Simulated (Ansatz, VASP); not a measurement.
# Zr in VASP and in Ansatz

```
CELL_PARAMETERS angstrom
3.16815 0.00000 0.00000
-1.58408 2.74370 0.00000
0.00000 0.00000 5.10647
ATOMIC_POSITIONS crystal
Zr 0.33333 0.66667 0.25000
Zr 0.66667 0.33333 0.75000
```

Alike in both runs: functional PBE; k mesh 15 × 15 × 8; occupations fermi-dirac, width 0.1 eV; no spin polarisation.

Ansatz relaxed the structure, and its values are those at the end. VASP's run is a single point on that final structure, the one shown.

|  | VASP | Ansatz |
| --- | --- | --- |
| version | VASP 6.6.1 | Ansatz 0.2.0 |
| potentials or method | VASP PAW PBE potentials, release 64 (Zr_sv) | scalar-relativistic, plane waves, PAW |
| plane-wave cutoff (eV) | 520 | 420 |
| valence electrons in the cell | 24 | 24 |

|  | VASP | Ansatz | Ansatz less VASP |
| --- | --- | --- | --- |
| gap on the k mesh at the Fermi level (eV) | none | none | - |
| pressure (GPa) | 5.4 | 5.3 | -0.02 |

A gap of «none» marks a metal or a gap that the smearing closes.
